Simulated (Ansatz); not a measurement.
## Se under changes of volume

One of the cells (27.261 Å³/atom); the others are scaled copies at fixed shape and fractional positions:

```
Se
1.0
     4.36620    0.00000    0.00000
    -2.18310    3.78124    0.00000
     0.00000    0.00000    4.95360
Se
3
Direct
  0.77460 0.77460 0.00000
  0.00000 0.22540 0.66667
  0.22540 0.00000 0.33333
```

```yaml
Program: Ansatz 0.2.0
Functional: PBE
Potentials_or_basis: Ansatz PAW large core
Cutoff: "420 eV (not typed: the program's choice for these potentials)"
k_mesh: 7 × 7 × 6
Occupations: fermi-dirac, width 0.05 eV
Spin: no spin polarisation
```

| volume (Å³/atom) | energy over the lowest point (meV/atom) | pressure (GPa) | gap on the mesh (eV) | largest force (eV/Å) |
| --- | --- | --- | --- | --- |
| 25.625 | 60.75 | 7.1 | 1.15 | 1.104 |
| 26.170 | 39.24 | 5.5 | 1.18 | 0.853 |
| 26.716 | 22.92 | 4.1 | 1.20 | 0.619 |
| 27.261 | ? | ? | ? | ? |
| 27.806 | 3.85 | 1.6 | 1.20 | 0.199 |
| 28.351 | 0.22 | 0.5 | 1.18 | 0.011 |
| 28.896 | 0.00 | -0.4 | 1.16 | 0.165 |

Question: What does the run at 27.261 Å³/atom give?

Answer: Energy over the lowest point 11.28 meV/atom; pressure 2.8 GPa; gap on the mesh 1.21 eV; largest force 0.402 eV/Å.

Worked out: A Birch-Murnaghan fit of order 3 (a polynomial in V^(-2/3)) to the other rows has its minimum at 28.66 Å³/atom with B0 = V·E''(V) = 50 GPa and B' = 4.4 at fixed shape and positions, which overstates the stiffness. It gives 11.28 meV/atom at 27.261 Å³/atom, against the run's 11.28, and -dE/dV = 2.8 GPa, against 2.8. A parabola through the other rows of the gap, of slope 0.0141 eV per unit of ln V there, gives 1.20 eV, against the run's 1.21.

Energies are extrapolated to zero smearing.

Caveats: odd divisions of the mesh miss points on the zone boundary, where band edges often lie, so the gap on the mesh can be too wide; this set keeps more shells in the core, which shifts pressures and gaps; forces of over 1 eV/Å show positions far from the minimum, so gaps and moduli don't describe the material at rest (some runs).

A mesh can miss the band edges. Spin-orbit coupling on Se is left out.
